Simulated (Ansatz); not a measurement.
Li₂S, space group Fm-3m: an all-electron equation of state, run with the Python package of Ansatz (0.2.0).

`run_eos_lapw.py`
```python
# -*- coding: utf-8 -*-
'''E(V) of Li2S on LAPW.'''

import ansatz as az
from ase.eos import EquationOfState
from ase.units import GPa
import numpy as np

VECTORS = np.array([
    [0.0, 2.8445, 2.8445],
    [2.8445, 0.0, 2.8445],
    [2.8445, 2.8445, 0.0],
])
SITES = [
    ('Li', (0.25, 0.25, 0.25)),
    ('Li', (0.75, 0.75, 0.75)),
    ('S', (0.0, 0.0, 0.0)),
]


def build(cell):
    crystal = az.Crystal(lattice=az.Lattice.of(cell))
    for symbol, position in SITES:
        crystal = crystal.atom(symbol, position)
    return crystal


def main():
    volumes, energies = [], []
    for scale in np.linspace(0.94, 1.06, 5):
        cell = VECTORS * scale ** (1 / 3)
        base = (
            build(cell).calculation()
            .occupations('fermi_dirac')
            .functional('PBE')
            .kpoints(6, 6, 6)
            .pseudopotentials('all_electron', lapw=True)
        )
        report = base.run().report
        volumes.append(abs(np.linalg.det(cell)) / len(SITES))
        energies.append(report['free_energy_ev'] / len(SITES))
        print(f'{scale:.3f} {volumes[-1]:9.4f} A^3/atom {energies[-1]:16.5f} eV/atom  (estimated basis error {1000 * report["lapw_basis_errors"]["total_ev_per_atom"]:.2f} meV/atom)')
    v0, e0, bulk = EquationOfState(volumes, energies, eos='birchmurnaghan').fit()
    print(f'V0 = {v0:.4f} A^3/atom, B0 = {bulk / GPa:.1f} GPa')


if __name__ == '__main__':
    main()
```

Its results, one of them left out:

| V (Å³/atom) | F less the lowest row shown (meV/atom) |
| --- | --- |
| 14.423 | ? |
| 14.883 | 2.93 |
| 15.344 | 0.00 |
| 15.804 | 0.70 |
| 16.264 | 4.53 |

What is the missing energy at 14.423 Å³ an atom?

A third-order Birch-Murnaghan fit, E = E0 + (9 V0 B0 / 16) [(t - 1)³ B' + (t - 1)² (6 - 4t)] with t = (V0/V)^(2/3), through the 4 rows shown gives V0 = 15.477 Å³, B0 = 40.6 GPa, B' = 3.86 and E0 = -0.15 meV. At V = 14.423 Å³, t = 1.04816, and the fit extrapolates to 10.05 meV. The run gave 10.05 meV, a miss of 0.00 meV.

What to keep in mind:
- Of the deposited cell: the entry's cell lengths or inner coordinates differ somewhat from later room-temperature determinations.
- The starting cell is as deposited in a crystallographic database; the results hold for this polymorph, which needn't be the stable one.
- Hardware and time: 11 s on 1 thread of AMD EPYC 7R43 64-Core Processor (Zen 3) (shared host), peak memory 0.34 GiB.
